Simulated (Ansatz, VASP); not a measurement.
Two plane-wave programs on C

Contents of INCAR:

```
SYSTEM = C
PREC = Accurate
ENCUT = 520
EDIFF = 1E-6
ISMEAR = 0
SIGMA = 0.1
LREAL = .False.
LASPH = .True.
NELM = 80
ALGO = Normal
ISIF = 2
LWAVE = .False.
LCHARG = .True.
LDIPOL = .True.
IDIPOL = 3
DIPOL = 0.5 0.5 0.360
GGA = PE
IVDW = 12
LELF = .True.
LVHAR = .True.
LVACPOTAV = .True.
NBANDS = 16
```

File KPOINTS:

```
Automatic mesh
0
Gamma
  15 15 1
  0 0 0
```

Contents of POSCAR:

```
C
1.0
    2.4657005716      0.0000000000      0.0000000000
   -1.2328502858      2.1353593332      0.0000000000
    0.0000000000      0.0000000000     17.5000000000
C
4
Direct
    0.3333333333      0.6666666667      0.2571428571
    0.6666666667      0.3333333333      0.2571428571
    0.3333333333      0.6666666667      0.4634285714
    0.6666666667      0.3333333333      0.4634285714
```

Input for Ansatz:

```yaml
crystal:
  lattice:
    - [2.4657005716, 0.0, 0.0]
    - [-1.2328502858, 2.1353593332, 0.0]
    - [0.0, 0.0, 17.5]
  atoms:
    - { symbol: C, position: [0.3333333333, 0.6666666667, 0.2571428571] }
    - { symbol: C, position: [0.6666666667, 0.3333333333, 0.2571428571] }
    - { symbol: C, position: [0.3333333333, 0.6666666667, 0.4634285714] }
    - { symbol: C, position: [0.6666666667, 0.3333333333, 0.4634285714] }
basis:
  ecutwfc: 420
kpoints:
  mp_grid: { grid: [15, 15, 1] }
hamiltonian:
  xc: pbe
  pseudopotentials: { kind: paw, azcp: { folder: soft_1 } }
  dispersion: d3bj
scf:
  occupations: { method: gaussian, width: 0.1 }
output:
  forces: true
  eigenvalues: true
efield:
  axis: 3
  dipole_correction: true
  ramp_width: 0.04
```

Alike in both runs: task single point; functional PBE; dispersion D3(BJ); k mesh 15 × 15 × 1; occupations gaussian, width 0.1 eV; no spin polarisation.

|  | VASP | Ansatz |
| --- | --- | --- |
| version | VASP 6.6.1 | Ansatz 0.2.0 |
| potentials or method | VASP PAW PBE potentials, release 64 (C) | scalar-relativistic, plane waves, PAW |
| plane-wave cutoff (eV) | 520 | 420 |
| valence electrons in the cell | 16 | 16 |

```csv
,VASP,Ansatz,Ansatz less VASP
gap on the k mesh at the Fermi level (eV),0.43,0.43,0.000
least direct gap on the mesh (eV),0.43,0.43,0.000
```
